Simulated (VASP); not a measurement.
# Sr (P6_3/mmc) in VASP: further runs, part 2 of 2

VASP 6.6.1. Earlier steps stand in the parts before.

### Step 3. Relaxation of cell and atoms, PBE

This run uses another cell than the first one, of 55.38 Å³/atom, 0.977 times its volume.

File INCAR:

```
PREC = Accurate ; ENCUT = 520
EDIFF = 1E-7 ; ISMEAR = 0
SIGMA = 0.1 ; LREAL = False
LASPH = True ; NELM = 120
ALGO = Normal ; ISIF = 3
LWAVE = False ; LCHARG = False
GGA = PE ; IBRION = 2
NSW = 60 ; EDIFFG = -0.005
POTIM = 0.3
```

File KPOINTS:

```
Automatic mesh
0
Gamma
  12 12 6
```

File POSCAR:

```
Sr                                      
1.0
    4.2722776832      0.0000000000      0.0000000000
   -2.1361388416      3.6999010054      0.0000000000
   -0.0000000000      0.0000000000      7.0075974346
  Sr            
     2
Direct
     0.3333333300000021    0.6666666699999979    0.2500000000000000
     0.6666666699999979    0.3333333300000021    0.7500000000000000
```

Potentials or basis: VASP PAW PBE potentials, release 64 (Sr_sv).

Started as:

```console
cat potpaw_PBE.64/Sr_sv/POTCAR > POTCAR
mpirun -np 1 vasp_std > vasp.out
```

OUTCAR:

```text
PREC = Accurate
   ENCUT = 520
   EDIFF = 1E-7
   ISMEAR = 0
   LREAL = False
   LASPH = True
   NELM = 120
   ISIF = 3
   GGA = PE
   IBRION = 2
   NSW = 60
   EDIFFG = -0.005
   POTIM = 0.3

 ion  position               nearest neighbor table
   1  0.333  0.667  0.250-   2 4.28   2 4.28   2 4.28   2 4.28   2 4.28   2 4.28
   2  0.667  0.333  0.750-   1 4.28   1 4.28   1 4.28   1 4.28   1 4.28   1 4.28

  LATTYP: Found a hexagonal cell.
 ALAT       =     4.2722776832
 C/A-ratio  =     1.6402485873

  Lattice vectors:

 A1 = (   4.2722776832,   0.0000000000,   0.0000000000)
 A2 = (  -2.1361388416,   3.6999010054,   0.0000000000)
 A3 = (   0.0000000000,   0.0000000000,   7.0075974346)

Analysis of symmetry for initial positions (statically):
=====================================================================
 Subroutine PRICEL returns:
 Original cell was already a primitive cell.

 Routine SETGRP: Setting up the symmetry group for a
 hexagonal supercell.

 Subroutine GETGRP returns: Found 24 space group operations
 (whereof 12 operations were pure point group operations)
 out of a pool of 24 trial point group operations.

The static configuration has the point symmetry D_3d.
 The point group associated with its full space group is D_6h.

Analysis of symmetry for dynamics (positions and initial velocities):
=====================================================================
 Subroutine PRICEL returns:
 Original cell was already a primitive cell.

 Routine SETGRP: Setting up the symmetry group for a
 hexagonal supercell.

 Subroutine GETGRP returns: Found 24 space group operations
 (whereof 12 operations were pure point group operations)
 out of a pool of 24 trial point group operations.

The dynamic configuration has the point symmetry D_3d.
 The point group associated with its full space group is D_6h.

 Subroutine INISYM returns: Found 24 space group operations
 (whereof 12 operations are pure point group operations),
 and found     1 'primitive' translations

----------------------------------------------------------------------------------------

                                     Primitive cell

  volume of cell :     110.7691

  direct lattice vectors                    reciprocal lattice vectors
     4.272277683  0.000000000  0.000000000     0.234067182  0.135138751  0.000000000
    -2.136138842  3.699901005  0.000000000     0.000000000  0.270277502  0.000000000
     0.000000000  0.000000000  7.007597435     0.000000000  0.000000000  0.142702261

  length of vectors
     4.272277683  4.272277683  7.007597435     0.270277502  0.270277502  0.142702261

  position of ions in fractional coordinates (direct lattice)
     0.333333330  0.666666670  0.250000000
     0.666666670  0.333333330  0.750000000

  ion indices of the primitive-cell ions
   primitive index   ion index
                 1           1
                 2           2

----------------------------------------------------------------------------------------

 KPOINTS: Automatic mesh

Automatic generation of k-mesh.
 Grid dimensions read from file:
 generate k-points for:   12   12    6
[... 58 lines left out ...]
   ISPIN  =      1    spin polarized calculation?
   LNONCOLLINEAR =      F non collinear calculations
   LSORBIT =      F    spin-orbit coupling
   LASPH  =      T    aspherical Exc in radial PAW
   ENCUT  =  520.0 eV  38.22 Ry    6.18 a.u.   7.94  7.94 13.03*2*pi/ulx,y,z
   NELM   =    120;   NELMIN=  2; NELMDL= -5     # of ELM steps
   EDIFF  = 0.1E-06   stopping-criterion for ELM
   LREAL  =      F    real-space projection
   EDIFFG = -.5E-02   stopping-criterion for IOM
   NSW    =     60    number of steps for IOM
   IBRION =      2    ionic relax: 0-MD 1-quasi-New 2-CG
   NFREE  =      1    steps in history (QN), initial steepest desc. (CG)
   ISIF   =      3    stress and relaxation
   ISYM   =      2    0-nonsym 1-usesym 2-fastsym
   POTIM  = 0.3000    time-step for ionic-motion
   TEBEG  =    0.0;   TEEND  =   0.0 temperature during run
   PSTRESS=    0.0 pullay stress
   NELECT =      20.0000    total number of electrons
   NUPDOWN=      -1.0000    fix difference up-down
   EMIN   =  10.00;   EMAX   =-10.00  energy-range for DOS
   EFERMI =   0.00;   METHOD = LEGACY
   ISMEAR =     0;   SIGMA  =   0.10  broadening in eV -4-tet -1-fermi 0-gaus
   EFERMI_NEDOS =   21; number of points for ismear=-14 and -15
   IALGO  =     38    algorithm
   IMIX   =      4    mixing-type and parameters
     AMIX     =   0.40;   BMIX     =  1.00
     AMIX_MAG =   1.60;   BMIX_MAG =  1.00
  volume/ion in A,a.u.               =      55.38       373.75
  Fermi-wavevector in a.u.,A,eV,Ry     =   0.925292  1.748547 11.648824  0.856164
  Thomas-Fermi vector in A             =   2.051130
   LORBIT       =      0    0 simple, 1 ext, 2 COOP (PROOUT), +10 PAW based schemes
   GGA     = PE    functional components
   LHFCALC =     F    Hartree Fock is set to
   AEXX    =    0.0000 exact exchange contribution
   IVDW    =     0    specifies the selected vdW correction
   LEPSILON=     F    determine dielectric tensor
   LRPA    =     F    only Hartree local field effects (RPA)
 conjugate gradient relaxation of ions
 non-spin polarized calculation
 Gauss-broadening in eV      SIGMA  =   0.10
  energy-cutoff  :      520.00
  volume of cell :      110.77
 maximum number of plane-waves:      3008
 NGX is ok and might be reduce to    32
   NGX = 15   NGY = 15   NGZ = 27

--------------------------------------- Ionic step        1  -------------------------------------------

 number of electron      20.0000001 magnetization

 Free energy of the ion-electron system (eV)
  ---------------------------------------------------
  ext. energy  EPLUGINS =         0.00000000
  ---------------------------------------------------
  free energy    TOTEN  =        -3.27469783 eV

  energy without entropy =       -3.26219851  energy(sigma->0) =       -3.26844817

------------------------ aborting loop because EDIFF is reached ----------------------------------------

  FORCE on cell =-STRESS in cart. coord.  units (eV):
  Direction    XX          YY          ZZ          XY          YZ          ZX
  --------------------------------------------------------------------------------------
  -------------------------------------------------------------------------------------
  Total       -0.0126204     -0.0126204      0.0132680     -0.0000000      0.0000000      0.0000000
  in kB       -0.1825430     -0.1825430      0.1919095     -0.0000000      0.0000000      0.0000000
  external PRESSURE =      -0.0577255 kB  Pullay stress =       0.0000000 kB
[... 59 lines left out ...]
--------------------------------------- Ionic step        3  -------------------------------------------

 number of electron      20.0000001 magnetization

 Free energy of the ion-electron system (eV)
  ---------------------------------------------------
  ext. energy  EPLUGINS =         0.00000000
  ---------------------------------------------------
  free energy    TOTEN  =        -3.27471405 eV

  energy without entropy =       -3.26218948  energy(sigma->0) =       -3.26845176

 E-fermi :   1.5818     XC(G=0):  -7.3313

 val. band max:        1.5799027328   @ k =   0.1667   0.1667   0.0000
 cond. band min:       1.5867660750   @ k =   0.0833   0.0000   0.0000
 fundamental gap:      0.0068633422
 Fermi energy:         1.5817910468

 k-point     1 :       0.0000    0.0000    0.0000
  band No.  band energies     occupation
      1     -35.0653      2.00000
      2     -35.0522      2.00000
      3     -17.1402      2.00000
      4     -16.9807      2.00000
      5     -16.9807      2.00000
      6     -16.9553      2.00000
      7     -16.9553      2.00000
      8     -16.9520      2.00000
      9      -2.0762      2.00000
     10       0.4200      2.00000
     11       1.5958      0.84318
     12       3.8365      0.00000
     13       3.8649      0.00000
     14       3.8649      0.00000
[... 377 lines left out ...]
      1     -35.0551      2.00000
      2     -35.0485      2.00000
      3     -17.1068      2.00000
      4     -17.0763      2.00000
      5     -17.0593      2.00000
      6     -17.0115      2.00000
      7     -16.9790      2.00000
      8     -16.9780      2.00000
      9      -0.5604      2.00000
     10       1.1228      2.00000
     11       1.8928      0.00001
     12       2.1263      0.00000
     13       3.1750      0.00000
     14       3.2399      0.00000

 [... further k-points ...]

------------------------ aborting loop because EDIFF is reached ----------------------------------------

  FORCE on cell =-STRESS in cart. coord.  units (eV):
  Direction    XX          YY          ZZ          XY          YZ          ZX
  --------------------------------------------------------------------------------------
  -------------------------------------------------------------------------------------
  Total        0.0001523      0.0001523      0.0054854     -0.0000000      0.0000000      0.0000000
  in kB        0.0022049      0.0022049      0.0793959     -0.0000000      0.0000000      0.0000000
  external PRESSURE =       0.0279352 kB  Pullay stress =       0.0000000 kB
[... 17 lines left out ...]
  FREE ENERGIE OF THE ION-ELECTRON SYSTEM (eV)
  ---------------------------------------------------
  free  energy   TOTEN  =        -3.2747140495 eV

  energy  without entropy=       -3.2621894800  energy(sigma->0) =       -3.26845176

 reached required accuracy - stopping structural energy minimisation
```

CONTCAR:

```text
Sr
   1.00000000000000
     4.2691563129097378    0.0000000000000000    0.0000000000000000
    -2.1345781564548689    3.6971978194346127   -0.0000000000000000
     0.0000000000000000    0.0000000000000000    7.0129799608436363
  Sr
     2
Direct
     0.3333333300000021    0.6666666699999979    0.2500000000000000
     0.6666666699999979    0.3333333300000021    0.7500000000000000

  0.00000000E+00  0.00000000E+00  0.00000000E+00
  0.00000000E+00  0.00000000E+00  0.00000000E+00
```

It took 1.8 min on 1 thread of Intel Xeon Platinum 8488C (Sapphire Rapids), shared host; peak memory 0.29 GiB.

Results:

```yaml
Free_energy: -3.2747 eV
Relaxed_volume: 55.35 Å³/atom
Relaxed_cell: a = 4.269 Å, b = 4.269 Å, c = 7.013 Å, α = 90.00°, β = 90.00°, γ = 120.00°
Space_group_after_relaxing_to_0.05_Å: P6_3/mmc (No. 194)
Energy_gained_by_relaxing: 0.0 meV/atom
Ionic_steps: 3
Pressure_after_relaxing: 0.0 GPa
Band_gap_on_the_k_mesh: none (metal or under the smearing width)
```

Final structure:
```xyz
2
Lattice="4.2692 0.0000 0.0000 -2.1346 3.6972 0.0000 0.0000 0.0000 7.0130" Properties=species:S:1:pos:R:3 pbc="T T T"
Sr    0.0000    2.4648    1.7532
Sr    2.1346    1.2324    5.2597
```

Levels at points of the mesh, in eV from the Fermi level:
| k point | band 8 | band 9 | band 10 | band 11 | band 12 | band 13 |
| --- | --- | --- | --- | --- | --- | --- |
| (0.00, 0.00, 0.00) | -18.53 | -3.66 | -1.16 | 0.01 | 2.25 | 2.28 |
| (0.50, 0.00, 0.00) | -18.56 | -1.12 | -0.55 | 0.06 | 0.23 | 1.28 |
| (0.00, 0.00, 0.50) | -18.55 | -2.73 | -2.73 | 1.24 | 1.24 | 2.28 |
| (0.50, 0.00, 0.50) | -18.58 | -0.82 | -0.82 | 0.22 | 0.22 | 1.30 |
